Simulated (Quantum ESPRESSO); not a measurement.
A calculation with Quantum ESPRESSO 7.5 of MoS2 (native input, structure typed inline):

pw.in

```
&CONTROL
  calculation = 'scf'
  prefix = 'pwscf'
  outdir = './tmp'
  pseudo_dir = './pseudo'
  tprnfor = .true.
  tstress = .true.
  disk_io = 'low'
/
&SYSTEM
  ibrav = 0
  celldm(1) = 8
  nat = 3
  ntyp = 2
  ecutwfc = 60
  ecutrho = 440
  nbnd = 20
  occupations = 'smearing'
  smearing = 'fd'
  degauss = 0.00367493
/
&ELECTRONS
  conv_thr = 6d-10
  electron_maxstep = 120
  mixing_beta = 0.5
/
ATOMIC_SPECIES
Mo    95.9500 Mo_ONCV_PBE-1.0.oncvpsp.upf
S     32.0600 s_pbe_v1.4.uspp.F.UPF
CELL_PARAMETERS alat
  0.7521407802045   0.0000000000000   0.0000000000000
 -0.3760703901022   0.6513730228704   0.0000000000000
  0.0000000000000   0.0000000000000   4.0947057981814
ATOMIC_POSITIONS crystal
Mo     0.0000000000    0.0000000000    0.0000000000
S      0.3333333333    0.6666666667    0.9105070200
S      0.3333333333    0.6666666667    0.0894929800
K_POINTS automatic
10 10 2 0 0 0
```

pp_density.in

```
&INPUTPP
  prefix = 'pwscf'
  outdir = './tmp'
  filplot = 'density.dat'
  plot_num = 0
/
&PLOT
  nfile = 1
  filepp(1) = 'density.dat'
  iflag = 3
  output_format = 6
  fileout = 'density.cube'
/
```

File pp_potential.in:

```
&INPUTPP
  prefix = 'pwscf'
  outdir = './tmp'
  filplot = 'potential.dat'
  plot_num = 11
/
&PLOT
  nfile = 1
  filepp(1) = 'potential.dat'
  iflag = 3
  output_format = 6
  fileout = 'potential.cube'
/
```

Potentials or basis: SSSP 1.3 efficiency PBE.

Launch:

```bash
$ OMP_NUM_THREADS=1 pw.x -in pw.in > pw.out
$ OMP_NUM_THREADS=1 pp.x -in pp_density.in > pp_density.out
$ OMP_NUM_THREADS=1 pp.x -in pp_potential.in > pp_potential.out
```

Task: Write the same calculation in another form: ASE script, Cartesian positions.

Result: As run:

File run.py:

```python
import numpy as np
from ase.calculators.espresso import Espresso, EspressoProfile
from ase.io import read

atoms = read('MoS2.xyz')

input_data = {
    'control': {'calculation': 'scf', 'prefix': 'pwscf', 'outdir': './tmp', 'tprnfor': True, 'tstress': True, 'disk_io': 'nowf'},
    'system': {'ecutwfc': 60.0, 'ecutrho': 440.0, 'nbnd': 20, 'occupations': 'smearing', 'smearing': 'fd', 'degauss': 0.00367493},
    'electrons': {'conv_thr': 6e-10, 'electron_maxstep': 120, 'mixing_beta': 0.5},
}
pseudopotentials = {'Mo': 'Mo_ONCV_PBE-1.0.oncvpsp.upf', 'S': 's_pbe_v1.4.uspp.F.UPF'}
profile = EspressoProfile(command='pw.x', pseudo_dir='pseudo')
dft = Espresso(profile=profile, input_data=input_data, pseudopotentials=pseudopotentials, kpts=(10, 10, 2), koffset=(0, 0, 0))
atoms.calc = dft

print(f'energy {atoms.get_potential_energy():.8f} eV')
print('forces (eV/A)')
print(np.round(atoms.get_forces(), 6))
print('stress (eV/A^3, Voigt)')
print(np.round(atoms.get_stress(), 8))
print(f'Fermi level {dft.get_fermi_level():.4f} eV')
```

Contents of MoS2.xyz:

```xyz
3
Lattice="3.1841260822 0.0000000000 0.0000000000 -1.5920630411 2.7575340760 0.0000000000 0.0000000000 0.0000000000 17.3345999500" Properties=species:S:1:pos:R:3 pbc="T T T"
Mo     0.0000000000      0.0000000000      0.0000000000
S     -0.0000000002      1.8383560508     15.7832749434
S     -0.0000000002      1.8383560508      1.5513250066
```

Potentials or basis: SSSP 1.3 efficiency PBE.

Command:

```console
$ OMP_NUM_THREADS=1 python run.py
```

Both were run:

|  | native input, structure typed inline | ASE script, Cartesian positions |
| --- | --- | --- |
| Largest force | 0.216 eV/Å | 0.217 eV/Å |
| Band gap on the k mesh | 1.74 eV, indirect (least direct gap 1.93 eV) | 1.74 eV, indirect (least direct gap 1.93 eV) |

Keys that steer only the numerical path or the files written may differ.
